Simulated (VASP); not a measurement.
# Sc3Al5N8 (Cm) in VASP: notebook

Aim: see how the results for Sc3Al5N8 move with the level of theory and the settings. Levels: PBE, PBEsol. Tasks: relaxation of cell and atoms.

Program: VASP 6.6.1. These are calculated values, not measurements. Logs are shortened: lines on timing, memory, paths and dates and some standing lists are left out, and cuts for length are marked.

### Step 1. The structure

Symmetry: Cm, No. 8, monoclinic system. The conventional cell has a = 11.170 Å, b = 6.449 Å, c = 4.945 Å, α = 90.00°, β = 90.00°, γ = 90.00°. Around Sc (site symmetry 1) lie 4 N at 1.89 to 1.95 Å. Around Sc (site symmetry m) lie 4 N at 1.89 to 1.95 Å. Around Al (site symmetry m) lie 4 N at 1.89 to 1.95 Å. Al (site symmetry m) is surrounded by 4 N at 1.89 to 1.95 Å. Around Al (site symmetry 1) lie 4 N at 1.89 to 1.95 Å. Al (site symmetry m) has 4 N at 1.89 to 1.95 Å as nearest neighbours. N (site symmetry 1) is surrounded by 2 Sc at 1.89 to 1.95 Å and 2 Al at 1.95 Å. N (site symmetry m) has 3 Al at 1.89 to 1.95 Å and 1 Sc at 1.95 Å as nearest neighbours.

The cell comes from a database or a generator and needn't be the stable form of this composition.

### Step 2. Relaxation of cell and atoms, PBE

INCAR

```
SYSTEM = Sc3Al5N8
ALGO = Normal
EDIFF = 1E-7
EDIFFG = -0.005
ENCUT = 520
GGA = PE
IBRION = 2
ISIF = 3
ISMEAR = 0
LASPH = .True.
LCHARG = .False.
LREAL = .False.
LWAVE = .False.
NELM = 80
NSW = 60
PREC = Accurate
SIGMA = 0.03
```

KPOINTS

```
k-points
0
Gamma
  4 4 5
  0 0 0
```

POSCAR

```
Sc3Al5N8
1.0
    6.4490000000      0.0000000000      0.0000000000
   -3.2245000000      5.5849978290      0.0000000000
    0.0000000000      0.0000000000      4.9445000000
Sc Al N
3 5 8
Direct
    0.1666666667      0.3333333333      0.0000000000
    0.6666666667      0.3333333333      0.0000000000
    0.3333333333      0.1666666667      0.5000000000
    0.1666666667      0.8333333333      0.0000000000
    0.6666666667      0.8333333333      0.0000000000
    0.3333333333      0.6666666667      0.5000000000
    0.8333333333      0.1666666667      0.5000000000
    0.8333333333      0.6666666667      0.5000000000
    0.1666666667      0.3333333333      0.3820000000
    0.1666666667      0.8333333333      0.3820000000
    0.6666666667      0.3333333333      0.3820000000
    0.6666666667      0.8333333333      0.3820000000
    0.3333333333      0.1666666667      0.8820000000
    0.3333333333      0.6666666667      0.8820000000
    0.8333333333      0.1666666667      0.8820000000
    0.8333333333      0.6666666667      0.8820000000
```

Potentials or basis: VASP PAW PBE potentials, release 64 (Sc_sv, Al, N).

Started as:

```console
$ cat potpaw_PBE.64/Sc_sv/POTCAR potpaw_PBE.64/Al/POTCAR potpaw_PBE.64/N/POTCAR > POTCAR
$ mpirun -np 1 vasp_std > vasp.out
```

OUTCAR:

```text
SYSTEM = Sc3Al5N8
   EDIFF = 1E-7
   EDIFFG = -0.005
   ENCUT = 520
   GGA = PE
   IBRION = 2
   ISIF = 3
   ISMEAR = 0
   LASPH = .True.
   LREAL = .False.
   NELM = 80
   NSW = 60
   PREC = Accurate

 ion  position               nearest neighbor table
   1  0.167  0.333  0.000-   9 1.89  13 1.95  14 1.95  15 1.95   3 3.09   3 3.09   6 3.09   6 3.09
                             7 3.09   7 3.09   5 3.22   4 3.22   4 3.22   5 3.22   2 3.22   2 3.22
   2  0.667  0.333  0.000-  11 1.89  15 1.95  16 1.95  13 1.95   7 3.09   7 3.09   8 3.09   8 3.09
                             3 3.09   3 3.09   5 3.22   4 3.22   5 3.22   4 3.22   1 3.22   1 3.22
   3  0.333  0.167  0.500-  13 1.89   9 1.95  10 1.95  11 1.95   1 3.09   1 3.09   4 3.09   4 3.09
                             2 3.09   2 3.09   8 3.22   6 3.22   6 3.22   8 3.22   7 3.22   7 3.22
   4  0.167  0.833  0.000-  10 1.89  14 1.95  13 1.95  16 1.95   6 3.09   6 3.09   3 3.09   3 3.09
                             8 3.09   8 3.09   1 3.22   2 3.22   1 3.22   2 3.22   5 3.22   5 3.22
   5  0.667  0.833  0.000-  12 1.89  16 1.95  15 1.95  14 1.95   8 3.09   8 3.09   7 3.09   7 3.09
                             6 3.09   6 3.09   1 3.22   2 3.22   2 3.22   1 3.22   4 3.22   4 3.22
   6  0.333  0.667  0.500-  14 1.89  10 1.95   9 1.95  12 1.95   4 3.09   4 3.09   1 3.09   1 3.09
                             5 3.09   5 3.09   7 3.22   3 3.22   3 3.22   7 3.22   8 3.22   8 3.22
   7  0.833  0.167  0.500-  15 1.89  11 1.95  12 1.95   9 1.95   2 3.09   2 3.09   5 3.09   5 3.09
                             1 3.09   1 3.09   8 3.22   6 3.22   8 3.22   6 3.22   3 3.22   3 3.22
   8  0.833  0.667  0.500-  16 1.89  12 1.95  11 1.95  10 1.95   5 3.09   5 3.09   2 3.09   2 3.09
                             4 3.09   4 3.09   7 3.22   3 3.22   7 3.22   3 3.22   6 3.22   6 3.22
   9  0.167  0.333  0.382-   1 1.89   3 1.95   6 1.95   7 1.95
  10  0.167  0.833  0.382-   4 1.89   6 1.95   3 1.95   8 1.95
  11  0.667  0.333  0.382-   2 1.89   7 1.95   8 1.95   3 1.95
  12  0.667  0.833  0.382-   5 1.89   8 1.95   7 1.95   6 1.95
  13  0.333  0.167  0.882-   3 1.89   1 1.95   4 1.95   2 1.95
  14  0.333  0.667  0.882-   6 1.89   4 1.95   1 1.95   5 1.95
  15  0.833  0.167  0.882-   7 1.89   2 1.95   5 1.95   1 1.95
  16  0.833  0.667  0.882-   8 1.89   5 1.95   2 1.95   4 1.95

  LATTYP: Found a hexagonal cell.
 ALAT       =     6.4490000000
 C/A-ratio  =     0.7667080167

  Lattice vectors:

 A1 = (   6.4490000000,   0.0000000000,   0.0000000000)
 A2 = (  -3.2245000000,   5.5849978290,   0.0000000000)
 A3 = (   0.0000000000,   0.0000000000,   4.9445000000)

Analysis of symmetry for initial positions (statically):
=====================================================================
 Subroutine PRICEL returns:
 Original cell was already a primitive cell.

 Routine SETGRP: Setting up the symmetry group for a
 hexagonal supercell.

 Subroutine GETGRP returns: Found  2 space group operations
 (whereof  1 operations were pure point group operations)
 out of a pool of 24 trial point group operations.

The static configuration has the point symmetry C_1 .
 The point group associated with its full space group is C_1h.

Analysis of symmetry for dynamics (positions and initial velocities):
=====================================================================
 Subroutine PRICEL returns:
 Original cell was already a primitive cell.

 Routine SETGRP: Setting up the symmetry group for a
 hexagonal supercell.

 Subroutine GETGRP returns: Found  2 space group operations
 (whereof  1 operations were pure point group operations)
 out of a pool of 24 trial point group operations.

The dynamic configuration has the point symmetry C_1 .
 The point group associated with its full space group is C_1h.

 Subroutine INISYM returns: Found  2 space group operations
 (whereof  1 operations are pure point group operations),
 and found     1 'primitive' translations

----------------------------------------------------------------------------------------

                                     Primitive cell

  volume of cell :     178.0893

  direct lattice vectors                    reciprocal lattice vectors
     6.449000000  0.000000000  0.000000000     0.155062800  0.089525550  0.000000000
    -3.224500000  5.584997829  0.000000000     0.000000000  0.179051099  0.000000000
     0.000000000  0.000000000  4.944500000     0.000000000  0.000000000  0.202244919

  length of vectors
     6.449000000  6.449000000  4.944500000     0.179051099  0.179051099  0.202244919

[... 68 lines left out ...]
  0.500000 -0.000000  0.000000      2.000000
  0.000000  0.500000  0.000000      1.000000
  0.250000  0.250000  0.000000      4.000000
[... 16 lines left out ...]
  0.500000 -0.000000  0.400000      4.000000
  0.000000  0.500000  0.400000      2.000000
 [... further k-points ...]
   k-points           NKPTS =     27   k-points in BZ     NKDIM =     27   number of bands    NBANDS=     53
   number of dos      NEDOS =    301   number of ions     NIONS =     16
   total plane-waves  NPLWV =  92160
   dimension x,y,z NGX =    48 NGY =   48 NGZ =   40
   dimension x,y,z NGXF=    96 NGYF=   96 NGZF=   80
   ions per type =               3   5   8
   NGX,Y,Z   is equivalent  to a cutoff of  12.37, 12.37, 13.45 a.u.
   NGXF,Y,Z  is equivalent  to a cutoff of  24.75, 24.75, 26.90 a.u.
 SYSTEM =  Sc3Al5N8
   PREC   = accura    normal or accurate (medium, high low for compatibility)
   ISTART =      0    job   : 0-new  1-cont  2-samecut
   ICHARG =      2    charge: 1-file 2-atom 10-const
   ISPIN  =      1    spin polarized calculation?
   LNONCOLLINEAR =      F non collinear calculations
   LSORBIT =      F    spin-orbit coupling
   LASPH  =      T    aspherical Exc in radial PAW
   ENCUT  =  520.0 eV  38.22 Ry    6.18 a.u.  11.99 11.99  9.19*2*pi/ulx,y,z
   NELM   =     80;   NELMIN=  2; NELMDL= -5     # of ELM steps
   EDIFF  = 0.1E-06   stopping-criterion for ELM
   LREAL  =      F    real-space projection
   EDIFFG = -.5E-02   stopping-criterion for IOM
   NSW    =     60    number of steps for IOM
   IBRION =      2    ionic relax: 0-MD 1-quasi-New 2-CG
   NFREE  =      1    steps in history (QN), initial steepest desc. (CG)
   ISIF   =      3    stress and relaxation
   ISYM   =      2    0-nonsym 1-usesym 2-fastsym
   POTIM  = 0.5000    time-step for ionic-motion
   TEBEG  =    0.0;   TEEND  =   0.0 temperature during run
   PSTRESS=    0.0 pullay stress
   NELECT =      88.0000    total number of electrons
   NUPDOWN=      -1.0000    fix difference up-down
   EMIN   =  10.00;   EMAX   =-10.00  energy-range for DOS
   EFERMI =   0.00;   METHOD = LEGACY
   ISMEAR =     0;   SIGMA  =   0.03  broadening in eV -4-tet -1-fermi 0-gaus
   EFERMI_NEDOS =   21; number of points for ismear=-14 and -15
   IALGO  =     38    algorithm
   IMIX   =      4    mixing-type and parameters
     AMIX     =   0.40;   BMIX     =  1.00
     AMIX_MAG =   1.60;   BMIX_MAG =  1.00
  volume/ion in A,a.u.               =      11.13        75.11
  Fermi-wavevector in a.u.,A,eV,Ry     =   1.294265  2.445806 22.791409  1.675121
  Thomas-Fermi vector in A             =   2.425858
   LORBIT       =      0    0 simple, 1 ext, 2 COOP (PROOUT), +10 PAW based schemes
   GGA     = PE    functional components
   LHFCALC =     F    Hartree Fock is set to
   AEXX    =    0.0000 exact exchange contribution
   IVDW    =     0    specifies the selected vdW correction
   LEPSILON=     F    determine dielectric tensor
   LRPA    =     F    only Hartree local field effects (RPA)
 conjugate gradient relaxation of ions
 non-spin polarized calculation
 Gauss-broadening in eV      SIGMA  =   0.03
  energy-cutoff  :      520.00
  volume of cell :      178.09
 maximum number of plane-waves:      4812
   NGX = 23   NGY = 23   NGZ = 19

--------------------------------------- Ionic step        1  -------------------------------------------

 number of electron      88.0000008 magnetization

 Free energy of the ion-electron system (eV)
  ---------------------------------------------------
  ext. energy  EPLUGINS =         0.00000000
  ---------------------------------------------------
  free energy    TOTEN  =      -124.35328705 eV

  energy without entropy =     -124.35328705  energy(sigma->0) =     -124.35328705

------------------------ aborting loop because EDIFF is reached ----------------------------------------

  FORCE on cell =-STRESS in cart. coord.  units (eV):
  Direction    XX          YY          ZZ          XY          YZ          ZX
  --------------------------------------------------------------------------------------
  -------------------------------------------------------------------------------------
  Total       17.3190235     18.0670103     29.1610660      0.0000000     -0.1142132      0.0000000
  in kB      155.8103190    162.5395707    262.3470658      0.0000000     -1.0275173      0.0000000
  external PRESSURE =     193.5656518 kB  Pullay stress =       0.0000000 kB
[... 131 lines left out ...]
  FREE ENERGIE OF THE ION-ELECTRON SYSTEM (eV)
  ---------------------------------------------------
  free  energy   TOTEN  =      -126.7707200262 eV

  energy  without entropy=     -126.7707200262  energy(sigma->0) =     -126.77072003

[... ionic steps 4 to 20 ...]

--------------------------------------- Ionic step       21  -------------------------------------------

 number of electron      88.0000012 magnetization

------------------------ aborting loop because EDIFF is reached ----------------------------------------
[... 95 lines left out ...]
--------------------------------------- Ionic step       23  -------------------------------------------

 number of electron      88.0000012 magnetization

 Free energy of the ion-electron system (eV)
  ---------------------------------------------------
  ext. energy  EPLUGINS =         0.00000000
  ---------------------------------------------------
  free energy    TOTEN  =      -127.11574849 eV

  energy without entropy =     -127.11574849  energy(sigma->0) =     -127.11574849

 E-fermi :   4.8570     XC(G=0): -10.7186

 val. band max:        4.5987243664   @ k =   0.0000   0.0000   0.4000
 cond. band min:       7.8456017096   @ k =   0.5000   0.2500   0.0000
 fundamental gap:      3.2468773432
 Fermi energy:         4.8569930656

 k-point     1 :       0.0000    0.0000    0.0000
  band No.  band energies     occupation
      1     -42.5197      2.00000
      2     -42.4340      2.00000
      3     -42.4142      2.00000
      4     -21.4197      2.00000
      5     -21.3601      2.00000
      6     -21.2928      2.00000
[... 1333 lines left out ...]
     52       9.8495      0.00000
     53       9.9591      0.00000

 [... further k-points ...]

------------------------ aborting loop because EDIFF is reached ----------------------------------------

  FORCE on cell =-STRESS in cart. coord.  units (eV):
  Direction    XX          YY          ZZ          XY          YZ          ZX
  --------------------------------------------------------------------------------------
  -------------------------------------------------------------------------------------
  Total       -0.0204523     -0.0294402     -0.0087527      0.0000000      0.0105269      0.0000000
  in kB       -0.1714758     -0.2468319     -0.0733844      0.0000000      0.0882597      0.0000000
  external PRESSURE =      -0.1638974 kB  Pullay stress =       0.0000000 kB
[... 31 lines left out ...]
  FREE ENERGIE OF THE ION-ELECTRON SYSTEM (eV)
  ---------------------------------------------------
  free  energy   TOTEN  =      -127.1157484907 eV

  energy  without entropy=     -127.1157484907  energy(sigma->0) =     -127.11574849

 reached required accuracy - stopping structural energy minimisation
```

Wall time 34 min (1 thread of Intel Xeon 6975P-C (Granite Rapids), shared host); peak memory 0.42 GiB.

What came out:

| Item | Value |
| --- | --- |
| Free energy | -127.1157 eV |
| Relaxed volume | 11.94 Å³/atom |
| Relaxed cell | a = 6.559 Å, b = 6.646 Å, c = 5.040 Å, α = 90.22°, β = 90.00°, γ = 119.56° |
| Space group after relaxing (to 0.05 Å) | Cm (No. 8) |
| Energy gained by relaxing | 172.7 meV/atom |
| Ionic steps | 23 |
| Pressure after relaxing | 0.0 GPa |
| Largest force after relaxing | 0.004 eV/Å |
| Band gap on the k mesh | 3.25 eV, indirect (least direct gap 3.34 eV) |

Forces in eV/Å, atoms in the order of the input:
```
Sc   0.002 -0.001  0.000
Sc  -0.002 -0.001  0.000
Sc   0.000 -0.002  0.001
Al   0.000  0.000  0.001
Al   0.000 -0.001 -0.003
Al  -0.001  0.000 -0.001
Al   0.000  0.001  0.001
Al   0.001  0.000 -0.001
N    0.002  0.000  0.000
N    0.000  0.000  0.001
N   -0.002  0.000  0.000
N    0.000  0.004 -0.001
N    0.000 -0.002  0.000
N    0.002  0.000 -0.001
N    0.000  0.000  0.001
N   -0.002  0.000 -0.001
```

The path:
| step | energy change (eV) | largest force (eV/Å) | pressure (GPa) | volume (Å³) |
| --- | --- | --- | --- | --- |
| 1 | 0.0000 | 4.4863 | 19.36 | 178.09 |
| 2 | -1.1650 | 1.0022 | -15.45 | 214.97 |
| 3 | -2.4174 | 0.9605 | -4.12 | 197.63 |
| 4 | -2.4190 | 1.0105 | -3.69 | 197.13 |
| 5 | -2.7019 | 0.4668 | -0.15 | 192.06 |
| 6 | -2.7055 | 0.5683 | 0.36 | 191.43 |
| 7 | -2.7387 | 0.2611 | 0.06 | 191.50 |
| 8 | -2.7399 | 0.3222 | 0.00 | 191.52 |
| 9 | -2.7530 | 0.1431 | -0.16 | 191.54 |
| 10 | -2.7550 | 0.1966 | -0.24 | 191.55 |
| 11 | -2.7601 | 0.0644 | 0.15 | 191.03 |
| 12 | -2.7603 | 0.0748 | 0.22 | 190.94 |
| 13 | -2.7616 | 0.0415 | -0.15 | 191.27 |
| 14 | -2.7616 | 0.0409 | -0.12 | 191.25 |
| 15 | -2.7621 | 0.0341 | 0.04 | 191.05 |
| 16 | -2.7622 | 0.0415 | 0.07 | 191.01 |
| 17 | -2.7624 | 0.0162 | 0.00 | 191.08 |
| 18 | -2.7624 | 0.0169 | -0.01 | 191.09 |
| 19 | -2.7624 | 0.0103 | -0.01 | 191.09 |
| 20 | -2.7624 | 0.0103 | -0.01 | 191.09 |
| 21 | -2.7625 | 0.0052 | 0.01 | 191.07 |
| 22 | -2.7625 | 0.0055 | 0.02 | 191.06 |
| 23 | -2.7625 | 0.0037 | -0.02 | 191.10 |

Final structure:
```
Sc Al N
1.0
     6.55854    0.00000    0.00000
    -3.27927    5.78108   -0.01262
     0.00000   -0.01140    5.04006
Sc Al N
3 5 8
Direct
  0.16548 0.34072 0.98715
  0.67524 0.34072 0.98715
  0.32647 0.15295 0.48843
  0.16448 0.82896 0.99648
  0.66828 0.83657 0.99372
  0.33435 0.67016 0.49668
  0.83037 0.16073 0.49964
  0.83582 0.67016 0.49668
  0.15867 0.34337 0.41193
  0.15242 0.80484 0.37288
  0.68470 0.34337 0.41193
  0.66633 0.83267 0.37779
  0.32353 0.14706 0.91164
  0.34685 0.69188 0.87451
  0.82197 0.14395 0.87490
  0.84503 0.69188 0.87451
```

Caveat: an odd mesh through Γ misses points on the zone boundary, where band edges often lie.

### Step 3. Relaxation of cell and atoms, PBEsol

INCAR, as its differences from that of step 2:

```diff
@@ -5,3 +5,3 @@
 ENCUT = 520
-GGA = PE
+GGA = PS
 IBRION = 2
```

KPOINTS is that of step 2.

POSCAR is that of step 2.

Potentials or basis: VASP PAW PBE potentials, release 64 (Sc_sv, Al, N).

Started as:

```console
$ cat potpaw_PBE.64/Sc_sv/POTCAR potpaw_PBE.64/Al/POTCAR potpaw_PBE.64/N/POTCAR > POTCAR
$ mpirun -np 1 vasp_std > vasp.out
```

Wall time 39 min (1 thread of Intel Xeon 6975P-C (Granite Rapids), shared host); peak memory 0.43 GiB.

It converged, with:

```yaml
Free_energy: -133.3794 eV
Relaxed_volume: 11.66 Å³/atom
Relaxed_cell: a = 6.531 Å, b = 6.624 Å, c = 4.958 Å, α = 90.21°, β = 90.00°, γ = 119.54°
Space_group_after_relaxing_to_0.05_Å: Cm (No. 8)
Energy_gained_by_relaxing: 146.2 meV/atom
Ionic_steps: 25
Pressure_after_relaxing: 0.0 GPa
Largest_force_after_relaxing: 0.004 eV/Å
Band_gap_on_the_k_mesh: 3.13 eV, indirect (least direct gap 3.22 eV)
```

Forces on the atoms (eV/Å):
```
Sc   0.001 -0.002  0.000
Sc  -0.001 -0.002  0.000
Sc   0.000  0.001  0.001
Al   0.000 -0.002  0.002
Al   0.000 -0.002 -0.001
Al   0.001  0.000  0.000
Al   0.000  0.003  0.002
Al  -0.001  0.000  0.000
N    0.001  0.000  0.001
N    0.000  0.003  0.000
N   -0.001  0.000  0.001
N    0.000  0.001 -0.002
N    0.000 -0.001  0.000
N    0.000  0.000 -0.001
N    0.000 -0.001 -0.002
N    0.000  0.000 -0.001
```

Step by step:
```tsv
step	energy change (eV)	largest force (eV/Å)	pressure (GPa)	volume (Å³)
1	0.0000	4.2985	15.02	178.09
2	-1.0946	1.0947	-13.72	206.29
3	-1.9665	0.9631	-4.52	193.71
4	-1.9672	1.0029	-4.22	193.39
5	-2.2663	0.5375	0.12	187.64
6	-2.2670	0.5866	0.37	187.36
7	-2.3050	0.2884	0.09	187.35
8	-2.3062	0.3843	0.04	187.35
9	-2.3240	0.1771	-0.24	187.42
10	-2.3269	0.2355	-0.39	187.47
11	-2.3353	0.0936	0.23	186.67
12	-2.3355	0.1155	0.32	186.56
13	-2.3382	0.0540	-0.17	186.93
14	-2.3382	0.0533	-0.16	186.91
15	-2.3391	0.0423	0.02	186.68
16	-2.3392	0.0585	0.07	186.62
17	-2.3397	0.0273	0.02	186.64
18	-2.3397	0.0285	0.02	186.64
19	-2.3398	0.0146	-0.04	186.69
20	-2.3398	0.0142	-0.04	186.68
21	-2.3399	0.0107	0.03	186.60
22	-2.3399	0.0113	0.04	186.59
23	-2.3399	0.0083	-0.02	186.64
24	-2.3399	0.0075	-0.01	186.63
25	-2.3399	0.0038	-0.01	186.63
```

Final structure:
```
Sc Al N
1.0
     6.53137    0.00000    0.00000
    -3.26569    5.76347   -0.01180
     0.00000   -0.01081    4.95781
Sc Al N
3 5 8
Direct
  0.16569 0.34093 0.98382
  0.67524 0.34093 0.98382
  0.32639 0.15279 0.48482
  0.16432 0.82863 0.99497
  0.66814 0.83628 0.99316
  0.33489 0.67033 0.49517
  0.83022 0.16043 0.49743
  0.83544 0.67033 0.49517
  0.15913 0.34351 0.41337
  0.15259 0.80517 0.37558
  0.68438 0.34351 0.41337
  0.66650 0.83300 0.38038
  0.32356 0.14712 0.91310
  0.34685 0.69144 0.87712
  0.82209 0.14418 0.87760
  0.84459 0.69144 0.87712
```

Levels at points of the mesh, in eV from the valence-band top:
```tsv
k point	band 42	band 43	band 44	band 45	band 46	band 47
(0.00, 0.00, 0.00)	-0.34	-0.07	0.00	3.43	3.61	3.66
(0.50, 0.00, 0.00)	-0.32	-0.25	-0.15	3.24	3.63	3.79
(0.00, 0.50, 0.00)	-0.23	-0.19	-0.09	3.50	3.51	3.96
```

Caveat: the PAW data sets were made with another functional, which shifts forces and pressure a little; an odd mesh through Γ misses points on the zone boundary, where band edges often lie.
